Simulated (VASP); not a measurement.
An input for Ansatz (written as the equivalent of a VASP run, and not itself run):

Ansatz 0.2 input:
```yaml
crystal:
  lattice:
    - [1.8221288, -3.0640969, 0.0000000]
    - [1.8221288, 3.0640969, 0.0000000]
    - [0.0000000, 0.0000000, 5.8832369]
  atoms:
    - { symbol: In, position: [0.6666670, 0.3333330, 0.4998915] }
    - { symbol: In, position: [0.3333330, 0.6666670, 0.9998915] }
    - { symbol: N, position: [0.6666670, 0.3333330, 0.8791085] }
    - { symbol: N, position: [0.3333330, 0.6666670, 0.3791085] }
kpoints:
  mp_grid: { grid: [10, 10, 6] }
hamiltonian:
  xc: pbesol
  pseudopotentials: { kind: paw }
scf:
  occupations: { method: methfessel_paxton, width: 0.1 }
  max_iter: 100
output: { forces: true, stress: true, eigenvalues: true }
```

Q: Translate this input to VASP (INCAR, KPOINTS, POSCAR, choice of POTCAR).

A: Several could match; the one computed here: 
### KPOINTS
```
Automatic mesh
0
Gamma
10 10 6
0 0 0
```

POSCAR:
```
InN
3.5649460
  0.5111238192  -0.8595072274   0.0000000000
  0.5111238192   0.8595072274   0.0000000000
  0.0000000000   0.0000000000   1.6503018194
In N
2 2
Cart
  0.5111238192  -0.2865029821   0.8249718945
  0.5111238192   0.2865029821   1.6501228042
  0.5111238192  -0.2865029821   1.4507943144
  0.5111238192   0.2865029821   0.6256434047
```

**INCAR**
```
SYSTEM = InN
PREC = Accurate
ENCUT = 600
EDIFF = 1E-7
NELM = 100
ALGO = Normal
LREAL = .FALSE.
LASPH = .TRUE.
ISMEAR = 1
SIGMA = 0.1
GGA = PS
LMAXMIX = 4
LWAVE = .FALSE.
LCHARG = .FALSE.
ISIF = 2
```

POTCAR, in this order: In_d N (PBE.64 set). Program: vasp_std.

Limits of the translation: each code has its own PAW files, so the cut-off isn't converted (ENCUT is set for VASP's; basis.ecutwfc is left out, and Ansatz then takes the one that its files recommend); Ansatz stops its SCF on the density residual and VASP on the energy change (EDIFF).

The compound is InN in the wurtzite structure. This cell was strained or had an atom moved on purpose.
